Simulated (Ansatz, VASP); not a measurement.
# One calculation of Sn, two programs

```
Sn
1.0
    -1.90115    1.90115    1.90115
     1.90115   -1.90115    1.90115
     1.90115    1.90115   -1.90115
Sn
1
Direct
  0.00000 0.00000 0.00000
```

Alike in both runs: task relaxation of cell and atoms; functional r2SCAN; k mesh 16 × 16 × 16; occupations gaussian, width 0.1 eV; no spin polarisation.

```csv
,VASP,Ansatz
version,VASP 6.6.1,Ansatz 0.2.0
potentials or method,"VASP PAW PBE potentials, release 64 (Sn_d)","scalar-relativistic, plane waves, PAW"
plane-wave cutoff (eV),600,500
valence electrons in the cell,14,14
```

VASP gave:

```
gap on the k mesh at the Fermi level, each at its own relaxed structure (eV) : none
relaxed volume (Å³/atom)                                                     : 27.09
relaxed cell length with the largest relative difference (Å)                 : 3.277
```

Task: Which values does Ansatz return?

Result: gap on the k mesh at the Fermi level, each at its own relaxed structure (eV): none; relaxed volume (Å³/atom): 27.05; relaxed cell length with the largest relative difference (Å): 3.275.

A gap of «none» marks a metal or a gap that the smearing closes.

Caveats: the PAW data sets were made with another functional, which shifts forces and pressure a little (VASP).
